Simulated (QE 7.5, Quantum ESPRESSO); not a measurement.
# Lattice parameter and Zn–S bond length of sphalerite ZnS from PBE with and without D3(BJ)

## Background

Two measured lengths serve as references. The cubic cell edge of bulk sphalerite, 5.409 Å, is a literature value quoted for comparison in "Photocatalytic Degradation of Rhodamine B Dye and Hydrogen Evolution by Hydrothermally Synthesized NaBH4—Spiked ZnS Nanostructures" (2022, PubMed Central 9046778); method and temperature are not given with the value, and I take it to be the standard room-temperature parameter. The first-shell Zn–S distance, 2.34 Å, comes from Zn K-edge EXAFS on a commercial ZnS powder in "The Critical Role of Thioacetamide Concentration in the Formation of ZnO/ZnS Heterostructures by Sol-Gel Process" (2018, PubMed Central 5853688). I allow 0.02 Å on it, the usual accuracy of a shell fit, and keep in mind that the distance may have been held fixed in the fit. The polytype of the powder is not given with the value, but the bond is nearly the same in sphalerite and wurtzite.

| compared with | measured | source's wording or label | method |
| --- | --- | --- | --- |
| cell edge a (Å) | 5.409 | cubic lattice parameter a | not stated |
| Zn-S, nearest pair (Å) | 2.34 | Zn-S first-shell distance | Zn K-edge EXAFS |

Conditions are those given with the value in the passage it was taken from; "not stated" means there, and the paper may say more elsewhere.

## Strategy

I want the static equilibrium cell of sphalerite, with two atoms in the primitive cell and no magnetism to treat. Both atoms sit on sites fixed by symmetry, so the bond is √3/4 of the cell edge and the calculation has one free length. The two references therefore test the same computed number, and they agree with each other: an edge of 5.409 Å implies a bond of about 2.34 Å.

Success means both lengths within 0.5 %. That is about 0.03 Å on the edge, tight enough to expose the error of around one per cent that semilocal functionals often make in semiconductors. On the bond it is about 0.01 Å, less than the doubt on the EXAFS distance, so the edge has to carry the verdict. Thermal expansion and zero-point motion should make the measured edge longer than the static one by roughly 0.2 %; the EXAFS mean distance gains a few thousandths of an ångström more from vibration.

The cell must be free to relax. The starting cell from diffraction is about 0.1 % short of the reference edge and already contains the measured bond, so relaxing atoms inside it would return that bond by construction. I start with the functional I expect to be nearest, set its neighbour beside it, and then test cutoff and k-mesh towards tighter settings.

System: ZnS; F-43m (No. 216), 2 atoms in the cell used, edges 3.8212, 3.8212, 3.8212 A, angles 60.00, 60.00, 60.00 deg; cell from a published crystal structure; structure from the Crystallography Open Database; note on this database entry: about 0.1 % short.

## 1. Full relaxation with and without dispersion

PBE usually makes such lattices too long and LDA too short. The D3(BJ) attraction contracts the PBE cell, so I expect PBE+D3(BJ) to come closest, perhaps slightly below the measured edge. Plain PBE at the same cutoff and mesh isolates what the dispersion term does and gives the base for the convergence tests.

**Run 1.** QE 7.5: PBE+D3(BJ), pw.x with SSSP efficiency files (GBRV's own for S, Zn), cell and atoms relaxed, cutoff 60 Ry, mesh 9x9x9, Fermi-Dirac 0.05 eV.

Key lines of the input:
```
&control
   calculation='vc-relax'
   forc_conv_thr=2.0e-04, etot_conv_thr=1e-05, nstep=60, tstress=.true., tprnfor=.true.
/
&system
   ibrav=0, nat=2, ntyp=2
   ecutwfc=60, ecutrho=480
   occupations='smearing', smearing='fd', degauss=0.0037
   vdw_corr='dft-d3', dftd3_version=4
/
&electrons
   conv_thr=2.0e-09, mixing_beta=0.5, electron_maxstep=100
/
&ions
/
&cell
   press_conv_thr=0.2
/
ATOMIC_SPECIES
Zn 1.0 Zn.sssp-pbe.upf
S 1.0 S.sssp-pbe.upf
CELL_PARAMETERS angstrom
  0.00000000 2.70200000 2.70200000
  2.70200000 0.00000000 2.70200000
  2.70200000 2.70200000 0.00000000
ATOMIC_POSITIONS crystal
Zn   0.25000000 0.25000000 0.25000000
S    0.00000000 0.00000000 0.00000000
K_POINTS automatic
9 9 9 0 0 0
```

Command:
```
OMP_NUM_THREADS=1 pw.x -in relax.in > relax.out
```

Selected lines of the output:
```
     the Fermi energy is     7.7504 ev
!    total energy              =    -485.81477085 Ry
     Total force =     0.000000     Total SCF correction =     0.000000
          total   stress  (Ry/bohr**3)                   (kbar)     P=       -7.12
[... further steps ...]
!    total energy              =    -485.81483744 Ry
     Total force =     0.000000     Total SCF correction =     0.000000
          total   stress  (Ry/bohr**3)                   (kbar)     P=        0.12
     bfgs converged in   4 scf cycles and   3 bfgs steps
     the Fermi energy is     7.9421 ev
!    total energy              =    -485.81483524 Ry
     Total force =     0.000000     Total SCF correction =     0.000000
          total   stress  (Ry/bohr**3)                   (kbar)     P=        0.08
Begin final coordinates
     new unit-cell volume =    263.56752 a.u.^3 (    39.05668 Ang^3 )
CELL_PARAMETERS (angstrom)
  -0.000000000   2.692909540   2.692909540
   2.692909540  -0.000000000   2.692909540
   2.692909540   2.692909540  -0.000000000
ATOMIC_POSITIONS (crystal)
Zn               0.2500000000        0.2500000000        0.2500000000
```

Converged; 7.1 min on 1 core of Arm Neoverse N1, shared host.

**Run 2.** QE 7.5: PBE, pw.x with SSSP efficiency files (GBRV's own for S, Zn), cell and atoms relaxed, cutoff 60 Ry, mesh 9x9x9, Fermi-Dirac 0.05 eV.

Key lines of the input, as changed from run 1:
```diff
  &system
-    vdw_corr='dft-d3', dftd3_version=4
```

Selected lines of the output:
```
     the Fermi energy is     7.7504 ev
          total   stress  (Ry/bohr**3)                   (kbar)     P=       17.30
CELL_PARAMETERS (angstrom)
   0.000000000   2.723266763   2.723266763
```

Converged; 83 s on 1 core of AMD EPYC 9R45 96, shared host.

| quantity | run 1 | run 2 | measured |
| --- | --- | --- | --- |
| cell edge a (Å) | 5.386 | 5.447 | 5.409 |
| Zn-S, nearest pair (Å) | 2.332 | 2.358 | 2.34 |
| volume per atom (Å³) | 19.53 | 20.20 |  |

The two functionals bracket the measured edge. PBE+D3(BJ) gives 5.386 Å, 0.023 Å or about 0.4 % short, which is a narrow pass; plain PBE gives 5.447 Å, 0.038 Å or about 0.7 % long, which is a miss. The bond repeats this, as it must with one free length. Both computed bonds lie within the 0.02 Å I allow on the EXAFS distance, so that measurement cannot separate the two levels.

The dispersion term shortens the edge by 0.061 Å. It does so purely as an added force between the atoms: in the first step, at the same cell, the Fermi energy is identical with and without it.

## 2. Tighter cutoff and denser mesh

The pass has only about 0.004 Å to spare on the edge, so a small basis or sampling error could overturn it. I raise the cutoff and the k-mesh separately in plain PBE. The D3 energy depends on the atomic positions alone, so the electronic part being tested is the one PBE+D3(BJ) also uses, though the shift in its own relaxed cell is then inferred and not computed. For a filled-shell semiconductor I expect both changes to stay at a few thousandths of an ångström or less.

**Run 3.** QE 7.5: PBE, pw.x with SSSP efficiency files (GBRV's own for S, Zn), cell and atoms relaxed, cutoff 80 Ry, mesh 9x9x9, Fermi-Dirac 0.05 eV.

Key lines of the input, as changed from run 2:
```diff
  &system
-    ecutwfc=60, ecutrho=480
+    ecutwfc=80, ecutrho=480
```

Selected lines of the output:
```
          total   stress  (Ry/bohr**3)                   (kbar)     P=       16.12
CELL_PARAMETERS (angstrom)
  -0.000000000   2.721390508   2.721390508
```

Converged; took 1.7 min.

**Run 4.** QE 7.5: PBE, pw.x with SSSP efficiency files (GBRV's own for S, Zn), cell and atoms relaxed, cutoff 60 Ry, mesh 11x11x11, Fermi-Dirac 0.05 eV.

Key lines of the input, as changed from run 2:
```diff
- 9 9 9 0 0 0
+ 11 11 11 0 0 0
```

Selected lines of the output:
```
     the Fermi energy is     7.8687 ev
!    total energy              =    -485.77235277 Ry
     Total force =     0.000000     Total SCF correction =     0.000000
          total   stress  (Ry/bohr**3)                   (kbar)     P=       17.15
[... further steps ...]
!    total energy              =    -485.77271125 Ry
     Total force =     0.000000     Total SCF correction =     0.000000
          total   stress  (Ry/bohr**3)                   (kbar)     P=       -0.02
     bfgs converged in   5 scf cycles and   4 bfgs steps
     the Fermi energy is     7.4223 ev
!    total energy              =    -485.77271413 Ry
     Total force =     0.000000     Total SCF correction =     0.000000
          total   stress  (Ry/bohr**3)                   (kbar)     P=       -0.07
Begin final coordinates
     new unit-cell volume =    272.58205 a.u.^3 (    40.39249 Ang^3 )
CELL_PARAMETERS (angstrom)
   0.000000000   2.723266973   2.723266973
   2.723266973   0.000000000   2.723266973
   2.723266973   2.723266973   0.000000000
ATOMIC_POSITIONS (crystal)
Zn               0.2500000000        0.2500000000        0.2500000000
```

Converged; took 1.8 min.

| quantity | run 3 | run 4 | measured |
| --- | --- | --- | --- |
| cell edge a (Å) | 5.443 | 5.447 | 5.409 |
| Zn-S, nearest pair (Å) | 2.357 | 2.358 | 2.34 |
| volume per atom (Å³) | 20.15 | 20.20 |  |

The denser mesh leaves the PBE edge at 5.447 Å, so sampling is settled for this functional. The higher cutoff shortens it by 0.004 Å to 5.443 Å. That is a real basis effect and not scatter between relaxations, since the pressure at the common starting cell also falls, from 17.30 to 16.12 kbar. Plain PBE remains about 0.6 % too long and still misses the target.

For PBE+D3(BJ) the same small shift matters more. It is about as large as the margin by which that edge passed, and it points towards a shorter cell, away from the measured value. I did not repeat the dispersion-corrected relaxation at the higher cutoff, so its pass holds at 60 Ry only and is not secured against the basis.

## Results at a glance

| run | settings | cell edge a (Å) | deviation | Zn-S, nearest pair (Å) | deviation | cost |
| --- | --- | --- | --- | --- | --- | --- |
| 1 | PBE+D3(BJ), cutoff 60 Ry, mesh 9x9x9 | 5.386 | −0.023 (−0.4 %) | 2.332 | −0.008 (−0.3 %) | 7.1 core-min |
| 2 | PBE, cutoff 60 Ry, mesh 9x9x9 | 5.447 | +0.038 (+0.7 %) | 2.358 | +0.018 (+0.8 %) | 83 core-s |
| 3 | PBE, cutoff 80 Ry, mesh 9x9x9 | 5.443 | +0.034 (+0.6 %) | 2.357 | +0.017 (+0.7 %) | 1.7 core-min |
| 4 | PBE, cutoff 60 Ry, mesh 11x11x11 | 5.447 | +0.038 (+0.7 %) | 2.358 | +0.018 (+0.8 %) | 1.8 core-min |
|  | measured | 5.409 |  | 2.34 |  |  |

## How well does the simulation do?

PBE+D3(BJ) meets the target for the cell edge narrowly: 5.386 Å against 5.409 Å, 0.4 % short where 0.5 % was allowed, for 7.1 core-minutes. Plain PBE misses narrowly on the other side, 0.6 % too long at the higher cutoff. These margins are too thin to rank the two levels on.

The bond decides nothing further. It follows from the edge by symmetry, and both levels fall within the 0.02 Å I allow on the EXAFS distance, which is wider than the target itself. Against that target the bond stays undecided.

Of the two checks, the cutoff mattered more. It shortened the PBE edge by 0.004 Å, while the denser mesh changed nothing. I made both in plain PBE; the dispersion-corrected cell, on which the verdict rests, should have had the cutoff test itself. A shift of the same size there would use up nearly all of its margin, so the pass is not secured against the basis.

Thermal expansion and zero-point motion, roughly 0.2 % together, lengthen the measured edge relative to a static one. Allowing for them would reduce the shortfall of PBE+D3(BJ) to about 0.2 % and raise the excess of PBE to about 0.8 %. That favours the dispersion-corrected level, but by a rough estimate and not by a run. The diffraction cell I started from, about 0.1 % shorter than the reference, also lies between the two results.

The better agreement comes from a contraction of 0.061 Å that offsets PBE's usual overestimate of lattice parameters. How much of it is genuine dispersion, and how much makes up for bonds that PBE leaves too weak, these runs cannot separate.

[Logs are printed without paths, hosts, clocks, repeated set-up lines and the standing remarks that a program may print on its own settings, such as how far it seeks lower states.]

[The runs shown are a pick from a larger set of finished runs; failed, doubtful and other runs were left out of it ahead of writing. So were measured values far from every level or from commonly accepted values, and agreement can look better than it is. Lines of input and output are excerpts and may be shortened.]
